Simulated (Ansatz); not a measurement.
**HfC: energy and pressure over a range of volumes**

How stiff is HfC, and at what volume does the pressure vanish? The cell is scaled evenly, atoms carried along, and solved with LAPW, PAW and all-electron datasets made for the crystal.

Method: DFT LDA, scalar-relativistic, in Ansatz 0.2.0.

1 further run of the same task is left out (it didn't finish).

### Step 1. The starting structure

It takes space group Fm-3m (No. 225, cubic). The conventional cell has a = 4.634 Å, b = 4.634 Å, c = 4.634 Å, α = 90.00°, β = 90.00°, γ = 90.00°. Hf (site symmetry m-3m) has 6 C at 2.32 Å as nearest neighbours. C (site symmetry m-3m) has 6 Hf at 2.32 Å as nearest neighbours.

Coordinates:

```
CELL_PARAMETERS angstrom
0.00000 2.31714 2.31714
2.31714 0.00000 2.31714
2.31714 2.31714 0.00000
ATOMIC_POSITIONS crystal
Hf 0.00000 0.00000 0.00000
C 0.50000 0.50000 0.50000
```

Structure from a Materials Project entry, not relaxed further.

Atoms are numbered in the order of the input: Hf1, C2.

### Step 2. Volume × 0.9405, LAPW

Input file input.yaml:

```yaml
crystal:
  lattice:
    - [0.0, 2.2702394045, 2.2702394045]
    - [2.2702394045, 0.0, 2.2702394045]
    - [2.2702394045, 2.2702394045, 0.0]
  atoms:
    - { symbol: Hf, position: [0.0, 0.0, 0.0] }
    - { symbol: C, position: [0.5, 0.5, 0.5] }
kpoints:
  mp_grid: { grid: [14, 14, 14] }
scf:
  occupations: { method: fermi_dirac, width: 0.05 }
hamiltonian:
  xc: lda
  pseudopotentials: { kind: all_electron, lapw: { basis_error: 0.0005 } }
output:
  forces: true
  stress: true
  eigenvalues: true
```

Command:

```
$ ansatz run input.yaml --threads 1 --pin off --max-ram 2048MiB --backend cpu --events-out ev --progress --plain --runs-dir out
```

The program printed, cut to the lines that bear on the results:

```text
LAPW: plane waves up to 9.525 Å⁻¹, error target 5.0e-4 eV per atom; small_component_spin mean_spin; C in spheres of 0.933 Å, 6 of its electrons in bands, Dirac shells []; Hf in spheres of 1.337 Å, 42 of its electrons in bands, Dirac shells []
[...]
Pseudopotentials: kind: all_electron
Pseudopotential: Hf, LAPW, valence charge 42, Koelling and Harmon's equation, gaussian nucleus
Pseudopotential: C, LAPW, valence charge 6, Koelling and Harmon's equation, gaussian nucleus
Functional definition: SPW92
[...]
Crystal: 2 atoms, lattice volume = 23.402 Å³
Basis set: ecut = 345.65423014957565 eV, 331 PW (Γ), exchange–correlation at level 2
Bands: 29, of which v1, the nominal top of the filled ones, is band 24 counted from 1 (23 counted from 0)
Symmetry: 48 space group operations
Space group: Fm-3m (ITA 225), of the structure as read, at distance tolerance 2.9e-5 Å
k-points: 104 of 2744
[...]
SCF iter   1: F=—  HF=-411038.912017 eV  |F-HF|=—  |Δ(HF+E_count)|=         —  Δρ=1.36e-1  dr2=5.81e0  ethr=1.21e-2  ⟨swp⟩=2.0  Hψ=18313  notcnv=0
[...]
the basis was enlarged: its passes take 222.7 KiB over the memory plan, 1 of 1 planned eigensolver slots
[...]
SCF iter  10: F=-411036.890610 eV  HF=-411036.890610 eV  |F-HF|=3.40e-8  |Δ(HF+E_count)|=   1.20e-7  Δρ=1.17e-5  dr2=3.52e-8  ethr=9.92e-10  ⟨swp⟩=2.6  Hψ=9148  notcnv=0
[...]
SCF converged after 10 iterations
Free energy (F): -411036.890610 eV
[...]
E sigma→0 (E₀):  -411036.889423 eV
Entropy (-TS):   -0.002373 eV (-1.186 meV/atom)
Fermi energy:    21.779028 eV
[...]
--- Forces (eV/Å), atoms counted from 1 ---
  atom   1  Hf    -0.00000000     0.00000000    -0.00000000
  atom   2  C      0.00000000    -0.00000000     0.00000000
[...]
--- Stress (GPa, compression-positive) ---
        5.879283      -0.000000      -0.000000
       -0.000000       5.879283       0.000000
       -0.000000       0.000000       5.879283
  P = ⅓ Tr σ = 5.8793 GPa (58.793 kbar)
--- Band table (eV; the first three rows and the last of 104) ---
[...]
```

Run time: 27 s. Hardware: 1 thread, shared host.

Result: pressure 5.88 GPa; no gap.

### Step 3. Volume × 0.9405, PAW

Changes to input.yaml since step 2:

```diff
@@ -14,3 +14,3 @@
   xc: lda
-  pseudopotentials: { kind: all_electron, lapw: { basis_error: 0.0005 } }
+  pseudopotentials: { kind: paw }
 output:
@@ -19 +19,2 @@
   eigenvalues: true
+  efg: { contact_densities: true }
```

Command:

```
$ ansatz run input.yaml --threads 1 --pin off --max-ram 2048MiB --backend cpu --events-out ev --progress --plain --runs-dir out
```

The program printed, cut to the lines that bear on the results:

```text
Hf: output.efg is read without spin–orbit coupling, which moves field gradients at and beside such atoms by some per cent and up to a factor of two; PAW files take it under magnetization.noncollinear and magnetization.spin_orbit
[...]
Pseudopotentials: kind: paw
Pseudopotential: Hf, paw, valence charge 26, recommended cutoff 420 eV (normal)
Pseudopotential: C, paw, valence charge 4, recommended cutoff 420 eV (normal)
[... 1 set-up line as earlier in the session ...]
[...]
Crystal: 2 atoms, lattice volume = 23.402 Å³
Basis set: ecut = 420 eV, 459 PW (Γ)
Bands: 19, of which v1, the nominal top of the filled ones, is band 15 counted from 1 (14 counted from 0)
[... 2 set-up lines as earlier in the session ...]
k-points: 104 of 2744
[...]
  atom   1  Hf    -0.00000000     0.00000000     0.00000000
  atom   2  C      0.00000000    -0.00000000     0.00000000
[...]
--- Stress (GPa, compression-positive) ---
        5.775479       0.000000       0.000000
        0.000000       5.775479       0.000000
        0.000000      -0.000000       5.775479
  P = ⅓ Tr σ = 5.7755 GPa (57.755 kbar)
--- PAW observables at the nuclei: V_zz in 10²¹ V/m², potentials from the cell's mean, atoms counted from 1 ---
  atom   1  Hf V_zz =    -0.000000   η = 0.0000   by run symmetry: forbidden
            electrostatic potential = -14186.804330 V   contact ρ = 7500176.651223 e/Å³
  atom   2  C  V_zz =    +0.000000   η = 0.0000   by run symmetry: forbidden
            electrostatic potential = -429.275312 V   contact ρ = 852.795270 e/Å³
--- Band table (eV; the first three rows and the last of 104) ---
  k-point 0: bands = ["-39.4369", "-7.8746", "-7.8746", "-7.8746", "8.8385", "10.5618", "10.5627", "10.5627", "10.5627", "10.6717", "10.6717", "10.6717", "22.5112", "22.5112", "22.5112", "22.6668", "22.6668", "22.6668", "24.8881"]
[...]
```

It took 4.2 s on 1 thread, shared host.

This run gives: pressure 5.78 GPa; no gap.

### Step 4. Volume × 0.9405, crystal datasets

Changes to input.yaml since step 3:

```diff
@@ -14,3 +14,3 @@
   xc: lda
-  pseudopotentials: { kind: paw }
+  pseudopotentials: { kind: all_electron, datasets: crystal }
 output:
```

Command:

```
$ ansatz run input.yaml --threads 1 --pin off --max-ram 2048MiB --backend cpu --events-out ev --progress --plain --runs-dir out
```

The program printed, cut to the lines that bear on the results:

```text
[...]
Hf: output.efg is read without spin–orbit coupling, which moves field gradients at and beside such atoms by some per cent and up to a factor of two; PAW files take it under magnetization.noncollinear and magnetization.spin_orbit
[...]
[... 1 set-up line as earlier in the session ...]
Pseudopotential: Hf, paw, valence charge 26, recommended cutoff 420 eV (normal), Koelling and Harmon's equation, gaussian nucleus
Pseudopotential: C, paw, valence charge 4, recommended cutoff 420 eV (normal), Koelling and Harmon's equation, gaussian nucleus
[... 1 set-up line as earlier in the session ...]
[...]
Crystal: 2 atoms, lattice volume = 23.402 Å³
Basis set: ecut = 420 eV, 459 PW (Γ)
Bands: 19, of which v1, the nominal top of the filled ones, is band 15 counted from 1 (14 counted from 0)
[... 2 set-up lines as earlier in the session ...]
[...]
  atom   1  Hf    -0.00000000     0.00000000     0.00000000
  atom   2  C      0.00000000    -0.00000000    -0.00000000
[...]
--- Stress (GPa, compression-positive) ---
        5.877355      -0.000000       0.000000
       -0.000000       5.877355      -0.000000
       -0.000000       0.000000       5.877355
  P = ⅓ Tr σ = 5.8774 GPa (58.774 kbar)
--- PAW observables at the nuclei: V_zz in 10²¹ V/m², potentials from the cell's mean, atoms counted from 1 ---
  atom   1  Hf V_zz =    -0.000000   η = 0.0000   by run symmetry: forbidden
            electrostatic potential = -14180.903984 V   contact ρ = 7496524.281236 e/Å³
  atom   2  C  V_zz =    -0.000000   η = 0.0000   by run symmetry: forbidden
            electrostatic potential = -427.222199 V   contact ρ = 852.943025 e/Å³
--- Band table (eV; the first three rows and the last of 104) ---
  k-point 0: bands = ["-39.0432", "-7.4832", "-7.4832", "-7.4832", "9.2254", "10.9596", "10.9596", "10.9596", "10.9600", "11.0693", "11.0693", "11.0693", "22.9008", "22.9008", "22.9008", "23.0506", "23.0506"]
[...]
```

It took 14 s on 1 thread, shared host.

Read from it: pressure 5.88 GPa; no gap.

### Step 5. Volume × 0.98, LAPW

Input file input.yaml:

```yaml
crystal:
  lattice:
    - [0.0, 2.3015871069, 2.3015871069]
    - [2.3015871069, 0.0, 2.3015871069]
    - [2.3015871069, 2.3015871069, 0.0]
  atoms:
    - { symbol: Hf, position: [0.0, 0.0, 0.0] }
    - { symbol: C, position: [0.5, 0.5, 0.5] }
kpoints:
  mp_grid: { grid: [14, 14, 14] }
scf:
  occupations: { method: fermi_dirac, width: 0.05 }
hamiltonian:
  xc: lda
  pseudopotentials: { kind: all_electron, lapw: { basis_error: 0.0005 } }
output:
  forces: true
  stress: true
  eigenvalues: true
```

Command:

```
$ ansatz run input.yaml --threads 1 --pin off --max-ram 2048MiB --backend cpu --events-out ev --progress --plain --runs-dir out
```

The program printed, cut to the lines that bear on the results:

```text
LAPW: plane waves up to 9.382 Å⁻¹, error target 5.0e-4 eV per atom; small_component_spin mean_spin; C in spheres of 0.949 Å, 6 of its electrons in bands, Dirac shells []; Hf in spheres of 1.353 Å, 42 of its electrons in bands, Dirac shells []
[...]
[... 4 set-up lines as earlier in the session ...]
[...]
Crystal: 2 atoms, lattice volume = 24.384 Å³
Basis set: ecut = 335.3343742586848 eV, 331 PW (Γ), exchange–correlation at level 2
Bands: 29, of which v1, the nominal top of the filled ones, is band 24 counted from 1 (23 counted from 0)
[... 2 set-up lines as earlier in the session ...]
k-points: 104 of 2744
[...]
SCF iter   1: F=—  HF=-411038.913697 eV  |F-HF|=—  |Δ(HF+E_count)|=         —  Δρ=1.32e-1  dr2=5.87e0  ethr=1.22e-2  ⟨swp⟩=2.0  Hψ=18008  notcnv=0
[...]
the basis was enlarged: its passes take 222.7 KiB over the memory plan, 1 of 1 planned eigensolver slots
[...]
SCF iter  10: F=-411036.892369 eV  HF=-411036.892369 eV  |F-HF|=5.07e-8  |Δ(HF+E_count)|=   1.22e-7  Δρ=1.36e-5  dr2=5.17e-8  ethr=1.22e-9  ⟨swp⟩=2.3  Hψ=9156  notcnv=0
[...]
SCF converged after 10 iterations
Free energy (F): -411036.892369 eV
[...]
E sigma→0 (E₀):  -411036.891119 eV
Entropy (-TS):   -0.002499 eV (-1.249 meV/atom)
Fermi energy:    20.807612 eV
[...]
--- Forces (eV/Å), atoms counted from 1 ---
  atom   1  Hf    -0.00000000     0.00000000     0.00000000
  atom   2  C      0.00000000    -0.00000000     0.00000000
[...]
--- Stress (GPa, compression-positive) ---
       -4.932179       0.000000       0.000000
        0.000000      -4.932179       0.000000
        0.000000       0.000000      -4.932179
  P = ⅓ Tr σ = -4.9322 GPa (-49.322 kbar)
--- Band table (eV; the first three rows and the last of 104) ---
[...]
```

It took 26 s on 1 thread, shared host.

Result: pressure -4.93 GPa; no gap.

### Step 6. Volume × 0.98, PAW

Changes to input.yaml since step 5:

```diff
@@ -14,3 +14,3 @@
   xc: lda
-  pseudopotentials: { kind: all_electron, lapw: { basis_error: 0.0005 } }
+  pseudopotentials: { kind: paw }
 output:
@@ -19 +19,2 @@
   eigenvalues: true
+  efg: { contact_densities: true }
```

Command:

```
$ ansatz run input.yaml --threads 1 --pin off --max-ram 2048MiB --backend cpu --events-out ev --progress --plain --runs-dir out
```

The program printed, cut to the lines that bear on the results:

```text
Hf: output.efg is read without spin–orbit coupling, which moves field gradients at and beside such atoms by some per cent and up to a factor of two; PAW files take it under magnetization.noncollinear and magnetization.spin_orbit
[...]
[... 4 set-up lines as earlier in the session ...]
[...]
Crystal: 2 atoms, lattice volume = 24.384 Å³
Basis set: ecut = 420 eV, 531 PW (Γ)
Bands: 19, of which v1, the nominal top of the filled ones, is band 15 counted from 1 (14 counted from 0)
[... 2 set-up lines as earlier in the session ...]
k-points: 104 of 2744
[...]
  atom   1  Hf    -0.00000000     0.00000000    -0.00000000
  atom   2  C      0.00000000    -0.00000000     0.00000000
[...]
--- Stress (GPa, compression-positive) ---
       -5.019526       0.000000      -0.000000
       -0.000000      -5.019526       0.000000
       -0.000000       0.000000      -5.019526
  P = ⅓ Tr σ = -5.0195 GPa (-50.195 kbar)
--- PAW observables at the nuclei: V_zz in 10²¹ V/m², potentials from the cell's mean, atoms counted from 1 ---
  atom   1  Hf V_zz =    +0.000000   η = 0.0000   by run symmetry: forbidden
            electrostatic potential = -14185.654151 V   contact ρ = 7500169.458395 e/Å³
  atom   2  C  V_zz =    -0.000000   η = 0.0000   by run symmetry: forbidden
            electrostatic potential = -428.173349 V   contact ρ = 852.727646 e/Å³
--- Band table (eV; the first three rows and the last of 104) ---
  k-point 0: bands = ["-40.5303", "-8.9812", "-8.9812", "-8.9812", "8.1084", "9.4568", "9.4634", "9.4634", "9.4634", "9.5550", "9.5550", "9.5550", "21.5387", "21.5387", "21.5387", "21.7291", "21.7291", "21.7291", "23.8320"]
[...]
```

It took 4.1 s on 1 thread, shared host.

This run gives: pressure -5.02 GPa; no gap.

(Part 1 of 2 ends here.)
